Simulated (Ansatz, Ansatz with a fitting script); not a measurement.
# SiC (F-43m): the order of polymorphs from LDA to RPA

Wanted: the order of polymorphs of SiC (F-43m), rung by rung, with cost.

Program: Ansatz 0.2.0. Level of theory: density functionals and EXX+RPA, plane waves. Results are calculated unless marked as measured.

## 1. The structure

It takes space group F-43m (No. 216, cubic). The conventional cell has a = 4.358 Å, b = 4.358 Å, c = 4.358 Å, α = 90.00°, β = 90.00°, γ = 90.00°. Nearest to Si lie 4 C at 1.89 Å. Nearest to C lie 4 Si at 1.89 Å. Farther neighbours are not listed.

The start is a database's relaxed structure.

## 2. Relax (relaxation of F-43m)

A relaxation at this level of theory: leftover forces would pass straight into the levels.

This step: DFT, LDA, plane waves, PAW.

Input file input.yaml:

```yaml
crystal:
  lattice:
    - [0.0, 2.179, 2.179]
    - [2.179, 0.0, 2.179]
    - [2.179, 2.179, 0.0]
  atoms:
    - { symbol: Si, position: [0.0, 0.0, 0.0] }
    - { symbol: C, position: [0.25, 0.25, 0.25] }
kpoints:
  mp_grid: { grid: [8, 8, 8] }
hamiltonian:
  xc: lda
  pseudopotentials: { kind: paw, source: ansatz }
scf:
  occupations: { method: fermi_dirac, width: 0.02 }
relax:
  f_tol: 0.01
  max_steps: 60
  cell: {}
```

On the command line:

```sh
ansatz run input.yaml --threads 8 --pin off --max-ram 18432MiB --backend cpu --events-out ev --progress --plain --runs-dir out
```

Numbers of over 12 decimals in the logs are rounded to 6 here.

Output:

```text
The last accepted step is kept in <dir> (removed where the run ends without a failure and the disk answers)
Engine: ansatz 0.2.0, aarch64-unknown-linux-gnu
Pseudopotentials: kind: paw
Pseudopotential: Si, paw, valence charge 4, recommended cutoff 460 eV (normal), Si.paw.azcp
Pseudopotential: C, paw, valence charge 4, recommended cutoff 820 eV (normal), C.paw.azcp
Functional definition: SPW92
  exchange = slater_x
  correlation = pw_c
Crystal: 2 atoms, lattice volume = 20.692 Å³
Basis set: ecut = 820 eV, 1067 PW (Γ)
Bands: 8, of which v1, the nominal top of the filled ones, is band 4 counted from 1 (3 counted from 0)
Symmetry: 24 space group operations
Space group: F-43m (ITA 216), of the structure as read, at distance tolerance 2.7e-5 Å
k-points: 29 of 512 (time reversal used)
Non-local potential: Si, projectors of the file, l = 0: 2, l = 1: 3, l = 2: 1
Non-local potential: C, projectors of the file, l = 0: 2, l = 1: 2
PAW form: soft (Blöchl's): semilocal exchange-correlation on the pseudo side does not see the compensation charge
PAW frozen core: Si, regenerated for the run's functional, and the local potential with it (the file was generated under x = pbe(κ = 0.804, μ = 0.219515), c = pbe(β = 0.066725))
PAW frozen core: C, regenerated for the run's functional, and the local potential with it (the file was generated under x = pbe(κ = 0.804, μ = 0.219515), c = pbe(β = 0.066725))
PAW one-centre angular grid: Si, 110 points (default); XC on 64 Gauss nodes
PAW one-centre angular grid: C, 110 points (default); XC on 64 Gauss nodes
Initial density: superposition of atomic densities (chi_scale 0.1, normalization cell, long waves kept (reshape's long-wave potential 0.00 eV rms))
Initial wavefunctions: pseudopotential atomic-orbital guess
Functional: x = slater, c = lda
SCF iter   1: F=—  HF=-853.701517 eV  |F-HF|=—  |Δ(HF+E_count)|=         —  Δρ=1.39e-1  dr2=4.83e0  ethr=3.10e-3  ⟨swp⟩=6.7  Hψ=2123  notcnv=0
preconditioner: auto → none  [insulator: Δε(μ)=3.350 eV  Ē_g=14.650 eV  σ=0.020 eV  W_gap=1.00  n_scr=0 (ndim 8)  ℏωp=23.1 eV  f_vac=0.000  D(μ)=0.00/eV (n_scr^D=0)  ε∞_Penn≈3.5]
SCF iter   2: F=—  HF=-852.241970 eV  |F-HF|=—  |Δ(HF+E_count)|=    1.46e0  Δρ=5.07e-2  dr2=3.58e-1  ethr=3.10e-3  ⟨swp⟩=3.2  Hψ=829  notcnv=0
SCF iter   3: F=—  HF=-852.133690 eV  |F-HF|=—  |Δ(HF+E_count)|=   1.08e-1  Δρ=1.89e-2  dr2=3.88e-2  ethr=3.10e-3  ⟨swp⟩=2.2  Hψ=491  notcnv=0
SCF iter   4: F=—  HF=-852.124065 eV  |F-HF|=—  |Δ(HF+E_count)|=   9.62e-3  Δρ=1.29e-3  dr2=1.87e-4  ethr=4.85e-4  ⟨swp⟩=2.0  Hψ=348  notcnv=0
SCF iter   5: F=—  HF=-852.124115 eV  |F-HF|=—  |Δ(HF+E_count)|=   5.04e-5  Δρ=1.98e-4  dr2=3.04e-6  ethr=2.34e-6  ⟨swp⟩=2.4  Hψ=344  notcnv=0
SCF iter   6: F=—  HF=-852.124115 eV  |F-HF|=—  |Δ(HF+E_count)|=   9.44e-9  Δρ=4.46e-5  dr2=2.93e-7  ethr=1.25e-9  ⟨swp⟩=5.9  Hψ=869  notcnv=0
SCF iter   7: F=-852.124115 eV  HF=-852.124115 eV  |F-HF|=5.32e-9  |Δ(HF+E_count)|=   8.96e-8  Δρ=7.64e-6  dr2=7.80e-9  ethr=1.25e-9  ⟨swp⟩=5.0  Hψ=772  notcnv=0
SCF 1 converged in 7 iterations: F = -852.124115 eV  dr2 = 7.80e-9
[...]
relax step   1: F+E_penalty+E_count = -852.12411490 eV  Δ(F+E_penalty+E_count) = +0.000e0 eV  max|allowed force component| = 4.996e-16 eV/Å  Δτ_max = 0.0000 Å  P = -4.495 GPa  Ω = 20.692 Å³  (7 SCF iters, dr2 threshold 1.00e-7 eV, accepted)
[...]
relax step   2: F+E_penalty+E_count = -852.12873518 eV  Δ(F+E_penalty+E_count) = -4.620e-3 eV  max|allowed force component| = 7.401e-17 eV/Å  Δτ_max = 0.0000 Å  P = -2.173 GPa  Ω = 20.471 Å³  energy of the carried Pulay correction = +5.681e-6 eV  (4 SCF iters, dr2 threshold 2.00e-7 eV, accepted)
[...]
relax step   4: F+E_penalty+E_count = -852.13008291 eV  Δ(F+E_penalty+E_count) = -1.212e-6 eV  max|allowed force component| = 9.252e-17 eV/Å  Δτ_max = 0.0000 Å  P = +0.001 GPa  Ω = 20.274 Å³  energy of the carried Pulay correction = +1.078e-5 eV  (3 SCF iters, dr2 threshold 1.18e-8 eV, accepted)
[...]
relax step   5: F+E_penalty+E_count = -852.13007002 eV  Δ(F+E_penalty+E_count) = +1.288e-5 eV  max|allowed force component| = 7.401e-17 eV/Å  Δτ_max = 0.0000 Å  P = +0.002 GPa  Ω = 20.274 Å³  stress off target by 2.32e-3 GPa  SCF on the basis re-selected at this cell (its energy is not comparable with the rows above)  (4 SCF iters)
basis re-selected at this cell: Δ(F+E_penalty+E_count) = +1.288e-5 eV, ΔP = +0.001 GPa vs the last step (what re-selecting the basis moved, of the pressure what is left beyond the Pulay correction that the steps carried, after the strain that the cell walked since its last selection, with what the two solves' SCF thresholds leave and, on support functions, any second-order correction that the steps lacked; it is no m [...]
SCF converged after 4 iterations
Free energy (F): -852.130070 eV
Harris-Foulkes:  -852.130070 eV  (|F-HF|=7.16e-12)
Internal energy: -852.130070 eV  (E = F + TS)
E sigma→0 (E₀):  -852.130070 eV
Fermi energy:    10.179877 eV
--- Per-component energies (eV) ---
  E_band       = 28.881745
  E_kinetic    = 151.702848
  E_local      = -111.332263  (includes V_loc(G=0)·N_el)
  E_nonlocal   = 45.298304
  E_hartree    = 31.249392
  E_xc         = -112.450858
  E_vxc        = -110.517304  (∫ρ·V_xc dr)
  E_paw        = -570.018539  (= ΣΔE_a)
  E_vpaw       = -8.768623  (= ΣTr[D̂ρ^β])
  E_aug_tail   = -0.000005  (compensation charges beyond the density's cutoff)
  E_ewald      = -286.726276
  E_core_change = 0.147327  (= ΣΔE_core)
  E_smearing   = -0.000000  (= −TS)
  E_closure    = -0.000000  (closes the sum)
  Σ components = -852.130070   (vs F -852.130070, Δ=0.00e0)
--- Forces (eV/Å), atoms counted from 1 ---
  atom   1  Si     0.00000000     0.00000000    -0.00000000
  atom   2  C     -0.00000000    -0.00000000     0.00000000
  max |Σ_I F_I| component: 5.09e-17 eV/Å
--- Stress (GPa, compression-positive) ---
        0.002318      -0.000000      -0.000000
       -0.000000       0.002318       0.000000
        0.000000       0.000000       0.002318
  P = ⅓ Tr σ = 0.0023 GPa (0.023 kbar)
--- Relaxed structure (4 steps of the walk, 4 accepted, 1 SCFs on fresh bases) ---
  F+E_penalty+E_count = -852.13007002 eV   max|allowed force component| = 7.401e-17 eV/Å   (the final SCF, on the basis selected at the relaxed cell)
  cell:  # Å, volume = 20.2743 Å³
    - [0, 2.164238, 2.164238]
    - [2.164238, 0, 2.164238]
    - [2.164238, 2.164238, 0]
  atoms:
    - { symbol: Si, position: [0, 0, 0] }
    - { symbol: C, position: [0.250000, 0.250000, 0.250000] }
```

The job ended after 1 s (8 threads of Arm Neoverse V2, shared host; peak memory 0.3 GiB; 5.5 s of CPU time).

The steps of the relaxation:

```csv
step,energy less that of the first step (eV),largest force component (eV/Å),pressure (GPa),volume (Å³)
1,0.0000,0.0000,-4.49,20.69
2,-0.0046,0.0000,-2.17,20.47
3,-0.0060,0.0000,0.07,20.27
4,-0.0060,0.0000,0.00,20.27
5*,-0.0060,0.0000,0.00,20.27
```

Relaxation steps marked * repeat the geometry before them on a plane-wave basis chosen anew for their cell, so energy and pressure can jump there.

Forces are held to the 24 operations that the run works with; a distortion that breaks them can't arise in this run.

```csv
"conventional cell, symmetrised",before,after,change
a (Å),4.358,4.328,-0.7 %
b (Å),4.358,4.328,-0.7 %
c (Å),4.358,4.328,-0.7 %
volume (Å³/atom),10.35,10.14,-2.0 %
```

Final coordinates:

```xyz
2
Lattice="0.0000 2.1642 2.1642 2.1642 0.0000 2.1642 2.1642 2.1642 0.0000" Properties=species:S:1:pos:R:3 pbc="T T T"
Si    0.0000    0.0000    0.0000
C     1.0821    1.0821    1.0821
```

## 3. Relax (relaxation of P6_3mc)

input.yaml, the sections that differ from step 2:

```yaml
crystal:
  lattice:
    - [3.076, 0.0, 0.0]
    - [-1.538, 2.663894142, 0.0]
    - [0.0, 0.0, 5.048]
  atoms:
    - { symbol: Si, position: [0.3333333333, 0.6666666667, 0.0] }
    - { symbol: Si, position: [0.6666666667, 0.3333333333, 0.5] }
    - { symbol: C, position: [0.3333333333, 0.6666666667, 0.385] }
    - { symbol: C, position: [0.6666666667, 0.3333333333, 0.885] }
kpoints:
  mp_grid: { grid: [9, 9, 4] }
# hamiltonian, scf, relax: as in step 2
```

Output:

```text
[...]
Crystal: 4 atoms, lattice volume = 41.364 Å³
Basis set: ecut = 820 eV, 2213 PW (Γ)
Bands: 12, of which v1, the nominal top of the filled ones, is band 8 counted from 1 (7 counted from 0)
Symmetry: 12 space group operations
[...]
k-points: 36 of 324 (time reversal used)
[...]
--- Relaxed structure (5 steps of the walk, 5 accepted, 1 SCFs on fresh bases) ---
[...]
cell:  # Å, volume = 40.5643 Å³
    - [3.056010, 0.0, 0]
    - [-1.528005, 2.646583, 0]
    - [0, 0, 5.015375]
  atoms:
    - { symbol: Si, position: [0.333333, 0.666667, 0.00458663] }
    - { symbol: Si, position: [0.666667, 0.333333, 0.504587] }
    - { symbol: C, position: [0.333333, 0.666667, 0.380413] }
    - { symbol: C, position: [0.666667, 0.333333, 0.880413] }
[key lines of the parts left out:]
SCF converged after 4 iterations
Free energy (F): -1704.253761 eV
Fermi energy:    10.736470 eV
P = ⅓ Tr σ = -0.0035 GPa (-0.035 kbar)
```

Run time: 3.4 s. Hardware: 8 threads; peak memory 0.44 GiB; 24 s of CPU time.

The steps of the relaxation:

```csv
step,energy less that of the first step (eV),largest force component (eV/Å),pressure (GPa),volume (Å³)
1,0.0000,0.7290,-4.06,41.36
2,-0.0290,0.4311,-1.89,40.94
3,-0.0413,0.1623,1.25,40.35
4,-0.0458,0.0017,0.04,40.56
5,-0.0458,0.0005,0.00,40.56
6*,-0.0458,0.0005,0.00,40.56
```

Relaxation steps marked * repeat the geometry before them on a plane-wave basis chosen anew for their cell, so energy and pressure can jump there.

The run keeps the 12 symmetry operations that it works with, so distortions that break them were not tested.

```csv
"conventional cell, symmetrised",before,after,change
a (Å),3.076,3.056,-0.6 %
b (Å),3.076,3.056,-0.6 %
c (Å),5.048,5.015,-0.6 %
volume (Å³/atom),10.34,10.14,-1.9 %
```

The atoms that moved most (Å, as changes of fractional coordinates times the final cell):

```csv
atom,dx,dy,dz,length
C3,0.000,0.000,-0.023,0.023
Si2,0.000,0.000,0.023,0.023
Si1,0.000,0.000,0.023,0.023
C4,0.000,0.000,-0.023,0.023
```

Final coordinates:

```xyz
4
Lattice="3.0560 0.0000 0.0000 -1.5280 2.6466 0.0000 0.0000 0.0000 5.0154" Properties=species:S:1:pos:R:3 pbc="T T T"
Si    0.0000    1.7644    0.0230
Si    1.5280    0.8822    2.5307
C     0.0000    1.7644    1.9079
C     1.5280    0.8822    4.4156
```

## 4. Scf lda (preparation)

Input file input.yaml:

```yaml
crystal:
  lattice:
    - [0.0, 2.1642378431, 2.1642378431]
    - [2.1642378431, 0.0, 2.1642378431]
    - [2.1642378431, 2.1642378431, 0.0]
  atoms:
    - { symbol: Si, position: [0.0, 0.0, 0.0] }
    - { symbol: C, position: [0.25, 0.25, 0.25] }
kpoints:
  mp_grid: { grid: [10, 10, 10] }
hamiltonian:
  xc: lda
  pseudopotentials: { kind: paw, source: ansatz }
scf:
  occupations: { method: fermi_dirac, width: 0.02 }
  n_extra_bands: 4
output:
  eigenvalues: true
  forces: true
  stress: true
```

Output:

```text
[...]
Crystal: 2 atoms, lattice volume = 20.274 Å³
Basis set: ecut = 820 eV, 1067 PW (Γ)
Bands: 8, of which v1, the nominal top of the filled ones, is band 4 counted from 1 (3 counted from 0)
Symmetry: 24 space group operations
[...]
k-points: 47 of 1000 (time reversal used)
[...]
SCF iter   1: F=—  HF=-853.769563 eV  |F-HF|=—  |Δ(HF+E_count)|=         —  Δρ=1.43e-1  dr2=4.97e0  ethr=3.10e-3  ⟨swp⟩=6.6  Hψ=3465  notcnv=0
[...]
SCF iter   7: F=-852.131163 eV  HF=-852.131163 eV  |F-HF|=4.05e-9  |Δ(HF+E_count)|=   7.18e-8  Δρ=6.65e-6  dr2=5.87e-9  ethr=1.25e-9  ⟨swp⟩=5.0  Hψ=1242  notcnv=0
SCF 1 converged in 7 iterations: F = -852.131163 eV  dr2 = 5.87e-9
[...]
SCF converged after 7 iterations
Free energy (F): -852.131163 eV
[...]
Internal energy: -852.131163 eV  (E = F + TS)
E sigma→0 (E₀):  -852.131163 eV
Fermi energy:    10.180139 eV
[...]
--- Stress (GPa, compression-positive) ---
       -0.003301       0.000000      -0.000000
        0.000000      -0.003301       0.000000
       -0.000000       0.000000      -0.003301
  P = ⅓ Tr σ = -0.0033 GPa (-0.033 kbar)
--- Band table (eV; the first three rows and the last of 47) ---
[...]
```

Run time: 0.4 s. Hardware: 8 threads; peak memory 0.3 GiB.

Total energy -852.1312 eV.

## 5. Scf lda (preparation)

This step: DFT, LDA, plane waves, norm-conserving pseudopotentials.

input.yaml, the sections that differ from step 4:

```yaml
kpoints:
  mp_grid: { grid: [2, 2, 2] }
hamiltonian:
  xc: lda
  pseudopotentials: { kind: nc, xc_functional: pbe }
scf:
  occupations: { method: fixed }
  n_extra_bands: 4
# crystal, output: as in step 4
```

Output:

```text
[...]
Crystal: 2 atoms, lattice volume = 20.274 Å³
Basis set: ecut = 1115.666836 eV, 1687 PW (Γ)
Bands: 8, of which v1, the nominal top of the filled ones, is band 4 counted from 1 (3 counted from 0)
Symmetry: 24 space group operations
[...]
k-points: 3 of 8
[...]
SCF iter   1: F=—  HF=-278.884444 eV  |F-HF|=—  |Δ(HF+E_count)|=         —  Δρ=1.72e-1  dr2=7.11e0  ethr=3.10e-3  ⟨swp⟩=4.3  Hψ=177  notcnv=0  defer=3
[...]
SCF iter   7: F=-276.430478 eV  HF=-276.430478 eV  |F-HF|=2.38e-9  |Δ(HF+E_count)|=   7.40e-8  Δρ=1.03e-5  dr2=8.22e-9  ethr=1.25e-9  ⟨swp⟩=6.3  Hψ=142  notcnv=0
SCF 1 converged in 7 iterations: F = -276.430478 eV  dr2 = 8.22e-9
SCF converged after 7 iterations
Free energy (F): -276.430478 eV
[...]
Internal energy: -276.430478 eV  (E = F + TS)
E sigma→0 (E₀):  -276.430478 eV
Fermi energy:    10.269114 eV
[...]
--- Stress (GPa, compression-positive) ---
       14.623812       0.000000      -0.000000
        0.000000      14.623812       0.000000
       -0.000000       0.000000      14.623812
  P = ⅓ Tr σ = 14.6238 GPa (146.238 kbar)
--- Band table (eV) ---
[...]
```

Elapsed: 0.14 s, on 8 threads; peak memory 0.21 GiB; 0.45 s of CPU time.

Total energy -276.4305 eV.

## 6. Energy LDA (polymorph F-43m)

This step: DFT, LDA, plane waves, PAW.

input.yaml, the sections that differ from step 5:

```yaml
kpoints:
  mp_grid: { grid: [10, 10, 10] }
hamiltonian:
  xc: lda
  pseudopotentials: { kind: paw, source: ansatz }
scf:
  occupations: { method: fixed }
  n_extra_bands: 4
  convergence: { dr2_threshold: 1.0e-09 }
# crystal, output: as in step 5
```

Output:

```text
[...]
Free energy (F): -852.131163 eV
[...]
Internal energy: -852.131163 eV  (E = F + TS)
E sigma→0 (E₀):  -852.131163 eV
Fermi energy:    9.529649 eV
[...]
--- Stress (GPa, compression-positive) ---
       -0.003963      -0.000000      -0.000000
        0.000000      -0.003963       0.000000
       -0.000000       0.000000      -0.003963
  P = ⅓ Tr σ = -0.0040 GPa (-0.040 kbar)
--- Band table (eV; the first three rows and the last of 47) ---
[...]
[key lines of the parts left out:]
SCF converged after 8 iterations
```

The job ended after 0.38 s (8 threads; peak memory 0.29 GiB; 2.1 s of CPU time).

Total energy -852.1312 eV.

## 7. Energy PBE (polymorph F-43m)

This step: DFT, PBE, plane waves, PAW.

input.yaml, as its differences from that of step 6:

```diff
@@ -11,3 +11,3 @@
 hamiltonian:
-  xc: lda
+  xc: pbe
   pseudopotentials: { kind: paw, source: ansatz }
```

Output:

```text
[...]
Crystal: 2 atoms, lattice volume = 20.274 Å³
Basis set: ecut = 820 eV, 1067 PW (Γ), exchange–correlation on 60×60×60 points (8 copies of the dense FFT grid, shifted against one another)
Bands: 8, of which v1, the nominal top of the filled ones, is band 4 counted from 1 (3 counted from 0)
Symmetry: 24 space group operations
[...]
Free energy (F): -887.056665 eV
[...]
Internal energy: -887.056665 eV  (E = F + TS)
E sigma→0 (E₀):  -887.056665 eV
Fermi energy:    9.765762 eV
[...]
--- Stress (GPa, compression-positive) ---
        8.032128      -0.000000      -0.000000
        0.000000       8.032128       0.000000
       -0.000000       0.000000       8.032128
  P = ⅓ Tr σ = 8.0321 GPa (80.321 kbar)
--- Band table (eV; the first three rows and the last of 47) ---
[...]
[key lines of the parts left out:]
SCF converged after 8 iterations
```

Wall time 0.39 s (8 threads); peak memory 0.3 GiB.

Total energy -887.0567 eV.

## 8. Energy PBE-D3(BJ) (polymorph F-43m)

This step: DFT, PBE with D3(BJ) dispersion, plane waves, PAW.

input.yaml, as its differences from that of step 7:

```diff
@@ -13,2 +13,3 @@
   pseudopotentials: { kind: paw, source: ansatz }
+  dispersion: d3bj
 scf:
```

Output:

```text
[...]
Crystal: 2 atoms, lattice volume = 20.274 Å³
Basis set: ecut = 820 eV, 1067 PW (Γ), exchange–correlation on 60×60×60 points (8 copies of the dense FFT grid, shifted against one another)
Bands: 8, of which v1, the nominal top of the filled ones, is band 4 counted from 1 (3 counted from 0)
Symmetry: 24 space group operations
[...]
Free energy (F): -887.671437 eV
[...]
Internal energy: -887.671437 eV  (E = F + TS)
E sigma→0 (E₀):  -887.671437 eV
Fermi energy:    9.765762 eV
[...]
--- Stress (GPa, compression-positive) ---
        3.167417      -0.000000      -0.000000
        0.000000       3.167417       0.000000
       -0.000000       0.000000       3.167417
  P = ⅓ Tr σ = 3.1674 GPa (31.674 kbar)
--- Band table (eV; the first three rows and the last of 47) ---
[...]
[key lines of the parts left out:]
SCF converged after 8 iterations
```

Elapsed: 0.4 s, on 8 threads; peak memory 0.3 GiB; 2.2 s of CPU time.

Total energy -887.6714 eV.

## 9. Energy HSE06 (polymorph F-43m)

HSE06 mixes in a quarter of exact exchange at short range. Exchange couples all pairs of k points, which makes a full band path dear, so levels are read on the mesh and at chosen points.

This step: DFT, HSE06, plane waves, PAW.

input.yaml, the sections that differ from step 8:

```yaml
kpoints:
  mp_grid: { grid: [6, 6, 6] }
hamiltonian:
  xc: hse06
  pseudopotentials: { kind: paw, source: ansatz }
output:
  eigenvalues: true
# crystal, scf: as in step 8
```

Output:

```text
[...]
davidson cushion auto → on  (no smearing: the cushion is to keep the highest requested band from converging to the state above it; pin scf.eigensolver.cushion to override)
Crystal: 2 atoms, lattice volume = 20.274 Å³
Basis set: ecut = 820 eV, 1067 PW (Γ)
Bands: 8, of which v1, the nominal top of the filled ones, is band 4 counted from 1 (3 counted from 0)
Symmetry: 24 space group operations
[...]
k-points: 16 of 216 (time reversal used)
[...]
Stability not checked: this state was not tested for a lower state beside it, because the functional holds exact exchange (a hybrid, or Hartree-Fock), whose exchange loop this test does not read (fock_operator; see scf.lower_state_search)
Free energy (F): -887.686309 eV
Frozen-core exchange: fock
[...]
Internal energy: -887.686309 eV  (E = F + TS)
E sigma→0 (E₀):  -887.686309 eV
Fermi energy:    9.160905 eV
[...]
--- Band table (eV; the first three rows and the last of 16) ---
[...]
```

Wall time 2.2 s (8 threads); peak memory 0.97 GiB; 13 s of CPU time.

Total energy -887.6863 eV.

(Continued in part 2 of 2.)

[Paths, hosts, dates, memory and timing lines, banners, echoed tables and standing remarks are left out of the program output.]

[Logs are printed without paths, hosts, clocks, repeated set-up lines and the standing remarks that a program may print on its own settings, such as how far it seeks lower states.]

[Runs of the session that timed out or met a known fault of the program may be left out.]

[Hosts, paths, dates, database ids (printed as entryN), source tags and the programs' standing remarks are cut or masked in the printed files.]
